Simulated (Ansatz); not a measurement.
Ansatz input

```yaml
crystal:
  lattice:
    - [-1.9395633363, 1.9395633363, 1.9395633363]
    - [1.9395633363, -1.9395633363, 1.9395633363]
    - [1.9395633363, 1.9395633363, -1.9395633363]
  atoms:
    - { symbol: In, position: [0.0, 0.0, 0.0] }
hamiltonian:
  xc: rpbe
  pseudopotentials:
    kind: paw
    azcp:
      In: "pseudopotentials/In.paw.azcp"
basis:
  ecutwfc: 420
  fft_grid_basis: typed
kpoints:
  mp_grid: { grid: [19, 19, 19], shift: [0, 0, 0] }
magnetization:
  spin_polarized: false
scf:
  occupations: { method: fermi_dirac, width: 0.1 }
output:
  write_density: true
  write_potential: true
  elf: true
  volumetric_format: npy
```

and its output:

```
Engine: ansatz 0.2.0, aarch64-unknown-linux-gnu
Pseudopotentials: kind: paw
Pseudopotential: In, paw, valence charge 13, recommended cutoff 420 eV (normal) 
Functional definition: RPBE
  parameter kappa = 0.804
  parameter beta = 0.06672455060314922
  exchange = rpbe_x(kappa = kappa, mu = beta*pi^2/3)
  correlation = pbe_c(beta = beta)
Crystal: 1 atoms, lattice volume = 29.186 Å³
Basis set: ecut = 420 eV, 603 PW (Γ)
Bands: 11, of which v1, the nominal top of the filled ones, is band 7 counted from 1 (6 counted from 0)
Symmetry: 48 space group operations
Space group: Im-3m (ITA 229), of the structure as read, at distance tolerance 3.1e-5 Å
k-points: 220 of 6859
Non-local potential: In, projectors of the file, l = 0: 2, l = 1: 2, l = 2: 2, l = 3: 2
PAW form: soft (Blöchl's): semilocal exchange-correlation on the pseudo side does not see the compensation charge
PAW frozen core: In, regenerated for the run's functional, and the local potential with it (the file was generated under x = pbe(κ = 0.804, μ = 0.2195149727645171), c = pbe(β = 0.06672455060314922))
PAW one-centre angular grid: In, 590 points (default); XC on 64 Gauss nodes
Initial density: superposition of atomic densities (neutral atoms: chi_scale 0, normalization atom), corrected by the library's trained network
Initial wavefunctions: pseudopotential atomic-orbital guess
Functional: x = rpbe, c = pbe(β = 0.06672455060314922)
SCF iter   1: F=—  HF=-5606.270533 eV  |F-HF|=—  |Δ(HF+E_count)|=         —  Δρ=3.24e-3  dr2=1.59e-3  ethr=1.77e-3  ⟨swp⟩=5.0  Hψ=14097  notcnv=0
SCF iter   2: F=—  HF=-5606.269836 eV  |F-HF|=—  |Δ(HF+E_count)|=   6.97e-4  Δρ=1.24e-3  dr2=2.32e-4  ethr=1.22e-5  ⟨swp⟩=2.0  Hψ=5299  notcnv=0
SCF iter   3: F=—  HF=-5606.269857 eV  |F-HF|=—  |Δ(HF+E_count)|=   2.12e-5  Δρ=4.15e-4  dr2=3.13e-5  ethr=1.78e-6  ⟨swp⟩=2.0  Hψ=3105  notcnv=0
SCF iter   4: F=—  HF=-5606.269867 eV  |F-HF|=—  |Δ(HF+E_count)|=   1.04e-5  Δρ=8.39e-5  dr2=2.84e-6  ethr=2.40e-7  ⟨swp⟩=2.3  Hψ=3698  notcnv=0
iter 5 did not close the SCF: its close was put off for the readings that it lacked (scf_convergence_deferred on its scf_iter line)
SCF iter   5: F=-5606.269868 eV  HF=-5606.269868 eV  |F-HF|=3.38e-8  |Δ(HF+E_count)|=   4.60e-7  Δρ=1.09e-5  dr2=3.28e-8  ethr=2.19e-8  ⟨swp⟩=2.5  Hψ=3665  notcnv=0
SCF iter   6: F=-5606.269868 eV  HF=-5606.269868 eV  |F-HF|=4.58e-10  |Δ(HF+E_count)|=   3.63e-8  Δρ=2.22e-6  dr2=7.83e-10  ethr=2.52e-10  ⟨swp⟩=1.7  Hψ=7772  notcnv=0
SCF 1 converged in 6 iterations: F = -5606.269868 eV  dr2 = 7.83e-10
SCF converged after 6 iterations
Free energy (F): -5606.269868 eV
Harris-Foulkes:  -5606.269868 eV  (|F-HF|=4.58e-10)
Internal energy: -5606.253107 eV  (E = F + TS)
E sigma→0 (E₀):  -5606.261487 eV
Entropy (-TS):   -0.016761 eV (-16.761 meV/atom)
Fermi energy:    8.951338 eV
--- Per-component energies (eV) ---
  E_band       = -39.796409
  E_kinetic    = 240.066759
  E_local      = -1140.774608  (includes V_loc(G=0)·N_el)
  E_nonlocal   = 365.705430
  E_hartree    = 446.263806
  E_xc         = -215.956102
  E_vxc        = -98.773386  (∫ρ·V_xc dr)
  E_paw        = -4160.103309  (= ΣΔE_a)
  E_vpaw       = -298.547640  (= ΣTr[D̂ρ^β])
  E_aug_tail   = 0.000025  (compensation charges beyond the density's cutoff)
  E_ewald      = -1141.522465
  E_core_change = 0.067356  (= ΣΔE_core)
  E_smearing   = -0.016761  (= −TS)
  E_closure    = -0.000000  (closes the sum)
  Σ components = -5606.269868   (vs F -5606.269868, Δ=0.00e0)
--- Band table (eV; the first three rows and the last of 220) ---
  k-point 0: bands = ["-5.7018", "-5.7018", "-5.7018", "-5.4948", "-5.4948", "0.1288", "18.9722", "18.9722", "18.9722", "21.5444", "21.5444"]
  k-point 1: bands = ["-5.7039", "-5.6994", "-5.6930", "-5.4971", "-5.4949", "0.1876", "18.3690", "18.6880", "18.8564", "20.9450", "21.2138"]
  k-point 2: bands = ["-5.7102", "-5.6932", "-5.6677", "-5.5037", "-5.4952", "0.3646", "16.9462", "18.0370", "18.5177", "20.2934", "20.6469"]
  k-point 219: bands = ["-5.7685", "-5.7665", "-5.4008", "-5.4008", "-5.3998", "8.9421", "10.2550", "10.2550", "10.4155", "14.0077", "14.2209"]
```
